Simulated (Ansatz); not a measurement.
# SiO2 (P6_322) in Ansatz: reference runs

How does SiO2 come out in PBE? The cell is run as given and disturbed.

All numbers are computed with Ansatz 0.2.0; they aren't measurements. Logs are shortened: lines on timing, memory, paths and dates and some standing lists are left out, and cuts for length are marked.

**1. Starting point**

It takes space group P6_322 (No. 182, hexagonal). The conventional cell has a = 5.069 Å, b = 5.069 Å, c = 8.558 Å, α = 90.00°, β = 90.00°, γ = 120.00°. Around Si (site symmetry 3) lie 4 O at 1.60 to 1.61 Å. O (site symmetry 2) has 2 Si at 1.61 Å as nearest neighbours. Around O (site symmetry 32) lie 2 Si at 1.60 Å.

The cell comes from a database or a generator and needn't be the stable form of this composition.

**2. Single point, PBE**

Contents of input.yaml:

```yaml
crystal:
  lattice:
    - [5.0690738885, 0.0, 0.0]
    - [-2.5345369442, 4.3899467611, 0.0]
    - [0.0, 0.0, 8.55848854]
  atoms:
    - { symbol: Si, position: [0.3333333333, 0.6666666667, 0.4371258] }
    - { symbol: Si, position: [0.3333333333, 0.6666666667, 0.0628742] }
    - { symbol: Si, position: [0.6666666667, 0.3333333333, 0.5628742] }
    - { symbol: Si, position: [0.6666666667, 0.3333333333, 0.9371258] }
    - { symbol: O, position: [0.421258745, 0.0, 0.0] }
    - { symbol: O, position: [0.3333333333, 0.6666666667, 0.25] }
    - { symbol: O, position: [0.6666666667, 0.3333333333, 0.75] }
    - { symbol: O, position: [0.0, 0.578741255, 0.5] }
    - { symbol: O, position: [0.578741255, 0.578741255, 0.0] }
    - { symbol: O, position: [0.578741255, 0.0, 0.5] }
    - { symbol: O, position: [0.421258745, 0.421258745, 0.5] }
    - { symbol: O, position: [0.0, 0.421258745, 0.0] }
kpoints:
  mp_grid: { grid: [6, 6, 3] }
scf:
  occupations: { method: fermi_dirac, width: 0.05 }
hamiltonian:
  xc: pbe
  pseudopotentials: { kind: all_electron, lapw: { basis_error: 0.001 } }
output:
  forces: true
  stress: true
  eigenvalues: true
  populations: true
```

Potentials or basis: all-electron LAPW, scalar-relativistic.

Started as:

```sh
$ ansatz run input.yaml --threads 8 --pin off --max-ram 24576MiB --backend cpu --events-out ev --progress --plain --runs-dir out
```

Standard output:

```text
Warning: RAYON_NUM_THREADS=8 ignored (pool sized by the plan → 8); use --threads N
Si: projections on atomic orbitals take those of the free atom 1s2 2s2 2p6 3s2 3p2, of charge +0.00 (hamiltonian.pseudopotentials.projection_atoms)
O: projections on atomic orbitals take those of the free atom 1s2 2s2 2p4, of charge +0.00 (hamiltonian.pseudopotentials.projection_atoms)
LAPW: plane waves up to 12.150 Å⁻¹, error target 1.0e-3 eV per atom; small_component_spin mean_spin; O in spheres of 0.772 Å, 8 of its electrons in bands, Dirac shells []; Si in spheres of 0.830 Å, 12 of its electrons in bands, Dirac shells [] (how accurate: hamiltonian.pseudopotentials.lapw.basis_error, Limitations)
Engine: ansatz 0.2.0, x86_64-unknown-linux-gnu
Pseudopotentials: kind: all_electron
Pseudopotential: Si, LAPW, valence charge 12, lapw/all_electron/scalar/gaussian/Si, Koelling and Harmon's equation, gaussian nucleus
Pseudopotential: O, LAPW, valence charge 8, lapw/all_electron/scalar/gaussian/O, Koelling and Harmon's equation, gaussian nucleus
Functional definition: PBE
  parameter kappa = 0.804
  parameter beta = 0.06672455060314922
  exchange = pbe_x(kappa = kappa, mu = beta*pi^2/3)
  correlation = pbe_c(beta = beta)
Crystal: 12 atoms, lattice volume = 190.452 Å³
Basis set: ecut = 562.3981424584327 eV, 5733 PW (Γ), exchange–correlation at level 2
Bands: 68, of which v1, the nominal top of the filled ones, is band 56 counted from 1 (55 counted from 0)
Symmetry: 12 space group operations
Space group: P6322 (ITA 182), of the structure as read, at distance tolerance 5.8e-5 Å
k-points: 14 of 108 (time reversal used)
Non-local potential: Si, projectors of the file, none
Non-local potential: O, projectors of the file, none
Initial density: superposition of atomic densities (chi_scale 0.1, normalization cell, long waves kept (reshape's long-wave potential 0.06 eV rms))
Initial wavefunctions: plane waves of lowest kinetic energy (no species holds an atomic orbital)
Functional: x = pbe(κ = 0.804, μ = 0.2195149727645171), c = pbe(β = 0.06672455060314922)
iter 1 solved again at ethr=2.68e-2 eV; its pass at ethr=1.00e-1 eV (dr2=3.00e1 eV) is discarded
SCF iter   1: F=—  HF=-47983.048194 eV  |F-HF|=—  |Δ(HF+E_count)|=         —  Δρ=1.30e-1  dr2=2.99e1  ethr=2.68e-2  ⟨swp⟩=2.2  Hψ=6777  notcnv=0
preconditioner: auto → Resta (q_TF=auto, 2.497 Å⁻¹)  ε∞=2.3  [insulator: Δε(μ)=8.129 eV  Ē_g=18.585 eV  σ=0.050 eV  W_gap=1.00  n_scr=42 (ndim 8)  ℏωp=21.5 eV  f_vac=0.287  D(μ)=0.00/eV (n_scr^D=0)  ε∞_Penn≈2.3]
iter 2 solved again at ethr=7.73e-4 eV; its pass at ethr=2.67e-2 eV (dr2=8.66e-1 eV) is discarded
SCF iter   2: F=—  HF=-47969.963951 eV  |F-HF|=—  |Δ(HF+E_count)|=    1.31e1  Δρ=2.82e-2  dr2=8.67e-1  ethr=7.73e-4  ⟨swp⟩=2.6  Hψ=5054  notcnv=0
SCF iter   3: F=—  HF=-47969.695826 eV  |F-HF|=—  |Δ(HF+E_count)|=         —  Δρ=1.99e-2  dr2=7.65e-1  ethr=7.73e-4  ⟨swp⟩=3.0  Hψ=2925  notcnv=0
the basis was enlarged: its passes take 4.3 MiB over the memory plan, 8 of 8 planned eigensolver slots
SCF iter   4: F=—  HF=-47969.657291 eV  |F-HF|=—  |Δ(HF+E_count)|=   3.85e-2  Δρ=3.29e-3  dr2=1.97e-2  ethr=6.83e-4  ⟨swp⟩=3.1  Hψ=2976  notcnv=0
SCF iter   5: F=—  HF=-47969.664112 eV  |F-HF|=—  |Δ(HF+E_count)|=   6.82e-3  Δρ=5.92e-4  dr2=1.09e-3  ethr=1.76e-5  ⟨swp⟩=3.0  Hψ=2909  notcnv=0
SCF iter   6: F=—  HF=-47969.664420 eV  |F-HF|=—  |Δ(HF+E_count)|=   3.08e-4  Δρ=3.71e-4  dr2=2.72e-4  ethr=9.72e-7  ⟨swp⟩=3.0  Hψ=2944  notcnv=0
SCF iter   7: F=—  HF=-47969.664290 eV  |F-HF|=—  |Δ(HF+E_count)|=   1.30e-4  Δρ=5.65e-5  dr2=5.53e-6  ethr=2.43e-7  ⟨swp⟩=3.0  Hψ=2811  notcnv=0
SCF iter   8: F=—  HF=-47969.664292 eV  |F-HF|=—  |Δ(HF+E_count)|=   2.41e-6  Δρ=1.60e-5  dr2=5.09e-7  ethr=4.93e-9  ⟨swp⟩=3.0  Hψ=2814  notcnv=0
SCF iter   9: F=-47969.664292 eV  HF=-47969.664292 eV  |F-HF|=1.42e-8  |Δ(HF+E_count)|=   2.14e-7  Δρ=3.63e-6  dr2=2.85e-8  ethr=4.55e-10  ⟨swp⟩=3.0  Hψ=2846  notcnv=0
SCF 1 converged in 9 iterations: F = -47969.664292 eV  dr2 = 2.85e-8
SCF converged after 9 iterations
Free energy (F): -47969.664292 eV
Harris-Foulkes:  -47969.664292 eV  (|F-HF|=1.42e-8)
Internal energy: -47969.664292 eV  (E = F + TS)
E sigma→0 (E₀):  -47969.664292 eV
Fermi energy:    4.029794 eV
--- Per-component energies (eV) ---
  E_band       = -11554.026225
  E_kinetic    = 48044.287835
  E_xc         = -4154.703535
  E_electrostatic = -91859.248592  (all electrons and nuclei)
  E_smearing   = -0.000000  (= −TS)
  E_closure    = 0.000000  (closes the sum)
  E_atoms      = -47874.655558  (free atoms, spherical and without spin; not in F)
  Σ components = -47969.664292   (vs F -47969.664292, Δ=0.00e0)
  Basis errors (estimates in eV, not in F): energy 5.4e-4 per atom: plane waves 5.1e-4 (3.2e-4 summed), levels above the bands 1.0e-75, relativity 3.7e-8, radial functions 3.5e-5, core shells 1.3e-10; eigenvalues (radial functions only) 7.2e-6; not estimated: angular momenta, meshes, grids; target (lapw.basis_error) 1.0e-3; muffin-tin radii O 0.772 Å, Si 0.830 Å
--- Forces (eV/Å), atoms counted from 1 ---
  atom   1  Si     0.00000000     0.00000000     0.02737298
  atom   2  Si    -0.00000000     0.00000000    -0.02737298
  atom   3  Si     0.00000000    -0.00000000    -0.02737298
  atom   4  Si    -0.00000000    -0.00000000     0.02737298
  atom   5  O     -0.25249823     0.00000000     0.00000000
  atom   6  O      0.00000000    -0.00000000     0.00000000
  atom   7  O     -0.00000000     0.00000000    -0.00000000
  atom   8  O     -0.12624912     0.21866988    -0.00000000
  atom   9  O      0.12624912     0.21866988    -0.00000000
  atom  10  O      0.25249823    -0.00000000    -0.00000000
  atom  11  O     -0.12624912    -0.21866988     0.00000000
  atom  12  O      0.12624912    -0.21866988     0.00000000
  max |Σ_I F_I| component: 1.11e-16 eV/Å
--- Stress (GPa, compression-positive) ---
        4.073556      -0.000000       0.000000
       -0.000000       4.073556      -0.000000
        0.000000      -0.000000       4.081820
  P = ⅓ Tr σ = 4.0763 GPa (40.763 kbar)
--- Band table (eV; the first three rows and the last of 14) ---
  k-point 0: bands = ["-502.4029", "-502.4029", "-502.4029", "-502.4029", "-502.4029", "-502.4029", "-502.3977", "-502.3977", "-131.1881", "-131.1881", "-131.1881", "-131.1881", "-87.2488", "-87.2488", "-87.2488", "-87.2488", "-87.2483", "-87.2483", "-87.2483", "-87.2483", "-87.2461", "-87.2461", "-87.2461", "-87.2460", "-18.2708", "-17.8649", "-16.8740", "-16.2206", "-16.2038", "-16.2038", "-16.1924", "-16.1924", "-8.5963", "-7.3588", "-5.3919", "-4.6519", "-4.6181", "-4.6181", "-4.4236", "-4.4236", "-1.8862", "-1.4217", "-1.4217", "-1.0943", "-1.0943", "-0.8275", "-0.7560", "-0.7560", "-0.7358", "-0.7358", "0.3328", "0.3328", "0.4648", "0.5144", "1.1275", "1.1275", "6.7590", "9.0123", "9.4710", "10.0387", "10.5403", "10.5403", "10.9774", "11.3566", "11.3566", "11.4714", "13.1104", "13.1104"]
  k-point 1: bands = ["-502.4029", "-502.4029", "-502.4029", "-502.4029", "-502.4029", "-502.4029", "-502.3977", "-502.3977", "-131.1881", "-131.1881", "-131.1881", "-131.1881", "-87.2488", "-87.2488", "-87.2488", "-87.2488", "-87.2483", "-87.2483", "-87.2483", "-87.2483", "-87.2461", "-87.2461", "-87.2460", "-87.2460", "-18.1942", "-18.0010", "-16.6794", "-16.3626", "-16.2024", "-16.1995", "-16.1967", "-16.1938", "-8.3425", "-7.7471", "-5.1232", "-4.7775", "-4.6420", "-4.5486", "-4.4962", "-4.3947", "-1.6422", "-1.3944", "-1.3314", "-1.2310", "-1.1828", "-1.1148", "-0.7453", "-0.7422", "-0.7370", "-0.7365", "0.3655", "0.4807", "0.5045", "0.7393", "0.7626", "1.1285", "7.1342", "8.0547", "10.3136", "10.3411", "10.3601", "10.6636", "10.9439", "11.1431", "11.2638", "11.9161", "12.6686", "12.8475"]
  k-point 2: bands = ["-502.4029", "-502.4029", "-502.4029", "-502.4029", "-502.4029", "-502.4029", "-502.3977", "-502.3977", "-131.1881", "-131.1881", "-131.1881", "-131.1881", "-87.2488", "-87.2488", "-87.2488", "-87.2487", "-87.2483", "-87.2483", "-87.2483", "-87.2483", "-87.2461", "-87.2461", "-87.2460", "-87.2460", "-18.1982", "-17.7847", "-16.9637", "-16.3208", "-16.2236", "-16.2174", "-16.2098", "-16.1978", "-8.4013", "-7.1715", "-5.6348", "-4.7200", "-4.6274", "-4.5111", "-4.3396", "-4.3033", "-1.8926", "-1.4967", "-1.4222", "-1.1912", "-1.0875", "-0.9708", "-0.8585", "-0.8115", "-0.6211", "-0.6021", "0.0209", "0.2709", "0.4722", "0.5780", "0.9901", "1.1182", "7.1169", "9.3728", "9.5913", "10.1163", "10.4223", "10.6175", "11.1534", "11.1549", "11.3922", "11.8218", "12.2804", "12.8561"]
  k-point 13: bands = ["-502.4029", "-502.4029", "-502.4029", "-502.4029", "-502.4029", "-502.4029", "-502.3977", "-502.3977", "-131.1881", "-131.1881", "-131.1881", "-131.1881", "-87.2488", "-87.2488", "-87.2485", "-87.2485", "-87.2485", "-87.2485", "-87.2483", "-87.2483", "-87.2461", "-87.2461", "-87.2460", "-87.2460", "-17.6147", "-17.6140", "-17.1326", "-17.1313", "-16.2394", "-16.2327", "-16.2320", "-16.2312", "-7.0584", "-7.0406", "-5.8118", "-5.7719", "-4.2642", "-4.2448", "-4.1544", "-4.0041", "-1.9683", "-1.8386", "-1.7275", "-1.7030", "-1.0640", "-1.0427", "-1.0119", "-0.7528", "-0.3436", "-0.2664", "-0.1009", "-0.0845", "0.3606", "0.3908", "0.4890", "0.8246", "9.7221", "9.8399", "9.9851", "10.0629", "10.1676", "10.3214", "11.2491", "11.2510", "11.5728", "11.7918", "12.1137", "12.3014"]
--- Löwdin populations: 12 sites ---
  site symbol       q [e]
     0     Si     12.1678
     1     Si     12.1678
     2     Si     12.1678
     3     Si     12.1678
     4      O      8.8083
     5      O      8.8096
     6      O      8.8096
     7      O      8.8083
     8      O      8.8083
     9      O      8.8083
    10      O      8.8083
    11      O      8.8083
  spilling = 0.007169 (of n_electrons = 120.000000)
```

Wall time 30 s (8 threads of Intel Xeon 6975P-C (Granite Rapids), shared host); peak memory 2.1 GiB.

Results:

* Free energy: -47969.6643 eV
* Pressure: 4.1 GPa
* Largest force: 0.252 eV/Å
* Band gap on the k mesh: 5.62 eV, indirect (least direct gap 5.63 eV)
* Loewdin charges: Si +1.83; O -0.81 e

Forces in eV/Å, atoms in the order of the input:
```
Si   0.000  0.000  0.027
Si   0.000  0.000 -0.027
Si   0.000  0.000 -0.027
Si   0.000  0.000  0.027
O   -0.252  0.000  0.000
O    0.000  0.000  0.000
O    0.000  0.000  0.000
O   -0.126  0.219  0.000
O    0.126  0.219  0.000
O    0.252  0.000  0.000
O   -0.126 -0.219  0.000
O    0.126 -0.219  0.000
```

Levels at points of the mesh, in eV from the valence-band top:
| k point | band 54 | band 55 | band 56 | band 57 | band 58 | band 59 |
| --- | --- | --- | --- | --- | --- | --- |
| (0.00, 0.00, 0.00) | -0.63 | -0.02 | -0.02 | 5.62 | 7.87 | 8.33 |
| (0.00, -0.50, 0.00) | -0.73 | -0.60 | 0.00 | 7.87 | 8.29 | 8.87 |

Caveat: the atomic charges don't sum to the cell's charge; an odd mesh through Γ misses points on the zone boundary, where band edges often lie.

(Continued in part 2 of 2.)
